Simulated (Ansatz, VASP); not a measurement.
## One calculation of Ge, two programs

Contents of INCAR:

```
SYSTEM = Ge
PREC = Accurate
ENCUT = 520
EDIFF = 1E-7
ISMEAR = -1
SIGMA = 0.05
LREAL = .FALSE.
LASPH = .TRUE.
NELM = 60
ALGO = Normal
ISIF = 2
LWAVE = .FALSE.
LCHARG = .TRUE.
GGA = PS
LELF = .TRUE.
LVHAR = .TRUE.
NBANDS = 21
```

Contents of KPOINTS:

```
regular mesh
0
G
  13 13 13
  0 0 0
```

POSCAR

```
Ge
1.0
    0.0000000000      2.1747487110      2.1747487110
    2.1747487110      0.0000000000      2.1747487110
    2.1747487110      2.1747487110      0.0000000000
Ge
2
Direct
   -0.1250000000     -0.1250000000     -0.1250000000
    0.1250000000      0.1250000000      0.1250000000
```

Input for Ansatz:

```yaml
crystal:
  lattice:
    - [0.0, 2.174748711, 2.174748711]
    - [2.174748711, 0.0, 2.174748711]
    - [2.174748711, 2.174748711, 0.0]
  atoms:
    - { symbol: Ge, position: [-0.125, -0.125, -0.125] }
    - { symbol: Ge, position: [0.125, 0.125, 0.125] }
kpoints:
  mp_grid: { grid: [13, 13, 13] }
  band_path:
    path:
      - [0.0, 0.0, 0.0]
      - [0.5, 0.0, 0.5]
      - [0.625, 0.25, 0.625]
      - [0.375, 0.375, 0.75]
      - [0.0, 0.0, 0.0]
      - [0.5, 0.5, 0.5]
      - [0.5, 0.25, 0.75]
      - [0.5, 0.0, 0.5]
    npoints: 8
scf:
  occupations: { method: fermi_dirac, width: 0.05 }
hamiltonian:
  xc: pbesol
  pseudopotentials: { kind: paw }
output:
  forces: true
  stress: true
  eigenvalues: true
  populations: true
  dos: { projected: true, de: 0.2, e_range: [-14, 8] }
  write_density: true
  write_potential: true
  elf: true
  volumetric_format: npy
```

Change from the starting cell: volume scaled by 0.45, PAW files.

Alike in both runs: task single point; functional PBEsol; k mesh 13 × 13 × 13; occupations fermi-dirac, width 0.05 eV; no spin polarisation.

|  | VASP | Ansatz |
| --- | --- | --- |
| version | VASP 6.6.1 | Ansatz 0.2.0 |
| potentials or method | VASP PAW PBE potentials, release 64 (Ge_d) | PAW with Ansatz's default frozen-core files, scalar-relativistic |
| plane-wave cutoff (eV) | 520 | 420 |
| valence electrons in the cell | 28 | 28 |

VASP gave:

| Quantity | Value |
| --- | --- |
| pressure (GPa) | 331.4 |

Task: Which values does Ansatz return?

Result: Pressure (GPa): 314.2.

Caveats: the cell as given lies far from equilibrium; so large a pressure means that the cell lies far from this level's equilibrium, or that cutoff or potentials fall short (VASP); the potentials were made for another functional, which shifts forces and pressure (VASP).
